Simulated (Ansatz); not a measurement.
All values below come from PBE (plane waves to 420 eV, PAW, scalar-relativistic; Ansatz, a first-principles code). Harmonic phonons (DFPT) of each relaxed crystal were computed at Γ and up to three half-step zone-boundary points.

Exactly one of them has no imaginary mode there. Which?
A) GaAs (zinc blende), a = b = c = 5.746 Å, α = β = γ = 90.00°
B) HfO$_{2}$ (tetragonal-ZrO2 type, space group P4_2/nmc), a = b = 3.605 Å, c = 5.265 Å, α = β = γ = 90.00°
C) ZrO$_{2}$ (fluorite), a = b = c = 5.116 Å, α = β = γ = 90.00°

A, GaAs (zinc blende), a = b = c = 5.746 Å, α = β = γ = 90.00°. Lowest modes: HfO2 22i cm⁻¹ at Z = (0.0, 0.0, 0.5); GaAs 60 cm⁻¹ at L = (0.5, 0.0, 0.0); ZrO2 222i cm⁻¹ at X = (0.5, 0.5, 0.0)

All were relaxed with their symmetry unable to fall. HfO2 is run without spin polarisation. Spin-orbit coupling is left out. The PAW data are Ansatz's earlier set. This is a high-temperature form of HfO2. This is a high-temperature form of ZrO2. ZrO2 is run without spin polarisation.
